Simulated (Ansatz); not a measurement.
# Relaxing mercury (alpha-Hg (rhombohedral))

Computed with DFT, LDA (PW92), plane waves (420 eV) with PAW, scalar-relativistic in Ansatz. The PAW files were generated under PBE, with cores re-solved for the functional.

k-point mesh 11×11×11, Fermi-Dirac smearing 0.1 eV, no spin polarisation. Cell and atoms relax.

Starting structure:

```
Hg
1.0
     1.72900    0.99824    2.22800
    -1.72900    0.99824    2.22800
     0.00000   -1.99648    2.22800
Hg
1
Direct
  0.00000 0.00000 0.00000
```

Problem. The pressure at the start is -1.5 GPa. By how much does the volume change?

Solution. From 23.07 to 22.69 Å³ per atom, -1.7 %. The final cell has a = 3.493 Å, c = 6.444 Å (c/a = 1.845).

Problem. How much energy does the relaxation gain?

Solution. 5.3 meV per atom.
